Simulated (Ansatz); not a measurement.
An element in the sc structure gives these cold pressures by all-electron LAPW under PBE (Ansatz 0.2.0, scalar-relativistic, no spin polarisation).

```tsv
V (Å³/atom)	P (GPa)
20.34	0.05
17.90	2.01
15.86	4.70
13.83	9.09
11.80	16.61
10.17	26.9
8.74	41.8
```

Which element is it?

Li. Its zero-pressure volume in this structure is near 20.3 Å³/atom; the volume and the steepness of P(V) together point to it, though neighbours can come close. Other candidates weren't computed, and some may come near.
